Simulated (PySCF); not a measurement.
N,N-dimethylacetamide, C4H9NO.
Cartesian coordinates in Å at the GFN2-xTB level; atoms count from 1:
```xyz
15
C4H9NO angstrom
C      1.982   -0.262   -0.237
C      0.817    0.642   -0.583
O      0.981    1.717   -1.128
N     -0.417    0.193   -0.243
C     -1.575    0.972   -0.620
C     -0.693   -1.090    0.353
H      2.887    0.192   -0.631
H      1.854   -1.249   -0.675
H      2.083   -0.359    0.843
H     -2.199    0.417   -1.325
H     -1.223    1.887   -1.091
H     -2.168    1.221    0.262
H     -1.596   -1.008    0.959
H     -0.861   -1.858   -0.410
H      0.122   -1.408    0.999
```

The geometry is computed with GFN2-xTB (gas phase).

Take the most abundant isotopes and a rigid rotor. The values belong to one conformer with, in the numbering `[CH3:1][C:2](=[O:3])[N:4]([CH3:5])[CH3:6]`, C1–C2–N4–C5 -176°.

Q: Give the principal moments of inertia and the rotational constants in cm⁻¹.

A: Ia = 102.54, Ib = 144.42, Ic = 237.35 u·Å²; 505379 MHz·u·Å²/I gives 4929, 3499 and 2129 MHz, that is A = 0.16440, B = 0.11672, C = 0.07102 cm⁻¹.

Q: What kind of rotor is it?

A: An asymmetric top; Ray's κ = -0.021.

Q: Is it planar, by Δ = Ic − Ia − Ib?

A: Not planar: Δ = Ic − Ia − Ib = -9.61 u·Å². For a rigid frame Δ = −2 Σ m c², so Σ m c² = 4.80 u·Å² lies off the ab plane: 4.77 from hydrogen and 0.03 from heavier atoms. The atom farthest from that plane is 1.04 Å away.

Q: Where do the levels up to J = 5 lie, in K?

A: Above 0(0,0), as E/k:
J = 1: 1(0,1) 0.270, 1(1,1) 0.339, 1(1,0) 0.404
J = 2: 2(0,2) 0.781, 2(1,2) 0.813, 2(1,1) 1.010, 2(2,1) 1.216, 2(2,0) 1.246
J = 3: 3(0,3) 1.498, 3(1,3) 1.509, 3(1,2) 1.894, 3(2,2) 2.027, 3(2,1) 2.149, 3(3,1) 2.550, 3(3,0) 2.559
J = 4: 4(0,4) 2.414, 4(1,4) 2.417, 4(1,3) 3.017, 4(2,3) 3.083, 4(2,2) 3.368, 4(3,2) 3.671, 4(3,1) 3.729, 4(4,1) 4.349, 4(4,0) 4.352
J = 5: 5(0,5) 3.531, 5(1,5) 3.532, 5(1,4) 4.344, 5(2,4) 4.368, 5(2,3) 4.869, 5(3,3) 5.063, 5(3,2) 5.237, 5(4,2) 5.765, 5(4,1) 5.785, 5(5,1) 6.619, 5(5,0) 6.620
The levels of one J sum to (2J + 1)J(J + 1)(A + B + C)/3.

Whether it is a minimum is left open (no frequencies). No vibrational averaging or centrifugal distortion is included, and the geometry carries the error of its method.
